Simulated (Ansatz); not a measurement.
# Ag: strain and displacement

```xyz
2
Lattice="2.9300 0.0000 0.0000 -1.4650 2.5375 0.0000 0.0000 0.0000 4.7900" Properties=species:S:1:pos:R:3 pbc="T T T"
Ag    0.0000    1.6916    1.1975
Ag    1.4650    0.8458    3.5925
```

Atom numbers follow the list: Ag1, Ag2.

The cell is COD entry 1509145, as deposited and not checked against the literature; nothing was relaxed.

Method: DFT, PBE, all-electron LAPW, scalar-relativistic in Ansatz 0.2.0.

Numerical set-up: a Γ-centred 13×13×7 k mesh, Fermi–Dirac smearing of 0.03 eV, basis error target 0.25 meV/atom, no spin polarisation.

The unchanged cell is at 0.22 GPa, so energy changes include a term −P ΔV where the volume moves.

In a metal, stresses and small energies carry noise from the k mesh.

x, y and z are the Cartesian axes of the cell as listed; fractional coordinates follow a strain, and an engineering shear is twice the off-diagonal strain component.

Question: One change gave: energy change +8 meV/atom; stress change (xx, yy, zz, yz, xz, xy) 0.06, 0.68, 0.46, 0.98, 0.98, 1.32 GPa, compression positive; change of the force on Ag1 (0.073, 0.001, 0.021) eV/Å. Which change was it?
A. equal xy, yz and zx engineering shear strains of -1 %
B. equal xy, yz and zx engineering shear strains of -4 %
C. atom 2 (Ag) moved by (0.0000, 0.0000, 0.0300) Å

Answer: B. For equal xy, yz and zx engineering shear strains of -1 %: energy change under 1 meV/atom; stress change (xx, yy, zz, yz, xz, xy) 0.00, 0.02, 0.06, 0.14, 0.15, 0.46 GPa, compression positive; change of the force on Ag1 (0.012, 0.000, 0.002) eV/Å. For atom 2 (Ag) moved by (0.0000, 0.0000, 0.0300) Å: energy change +1 meV/atom; stress change (xx, yy, zz, yz, xz, xy) 0.03, 0.03, 0.08, 0.00, 0.00, 0.00 GPa, compression positive; change of the force on Ag2 (0.000, 0.000, -0.151) eV/Å.

Question: What force constant does this one finite step give for Ag2 along its displacement (all its periodic images move with it)?

Answer: k = −ΔF·u/|u|² = 5.03 eV/Å², so the force pulls the atom back.
